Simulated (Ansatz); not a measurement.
The system is Re.

```
Re
1.0
     0.00000    1.97500    1.97500
     1.97500    0.00000    1.97500
     1.97500    1.97500    0.00000
Re
1
Direct
  0.00000 0.00000 0.00000
```

This isn't the form of Re at room conditions, which is hcp.

```yaml
Program: Ansatz 0.2.0
Task: relaxation of cell and atoms
Functional: revPBE
Potentials_or_basis: Ansatz PAW
Cutoff: "420 eV (not typed: the program's choice for these potentials)"
k_mesh: 12 × 12 × 12
Occupations: fermi-dirac, width 0.05 eV
Spin: no spin polarisation
```

At the start: volume 15.41 Å³/atom.

Question: How do energy, volume and symmetry change on relaxing?

Answer: It ends after 4 steps and the volume is 15.12 Å³/atom (-1.9 %); space group Fm-3m (No. 225, to 0.05 Å).

The path:
| step | energy change (eV) | largest force (eV/Å) | volume (Å³) |
| --- | --- | --- | --- |
| 1 | 0.0000 | 0.0000 | 15.41 |
| 2 | -0.0061 | 0.0000 | 15.14 |
| 3 | -0.0062 | 0.0000 | 15.12 |
| 4 | -0.0059 | 0.0000 | 15.12 |

Final structure:
```xyz
1
Lattice="0.0000 1.9626 1.9626 1.9626 0.0000 1.9626 1.9626 1.9626 0.0000" Properties=species:S:1:pos:R:3 pbc="T T T"
Re    0.0000    0.0000    0.0000
```

Caveat: the plane-wave basis is chosen anew once the cell has moved, so the energies of steps on either side of that aren't comparable; the PAW data sets come from PBE, with cores solved anew for the run's functional, which leaves a small shift of forces and pressure.
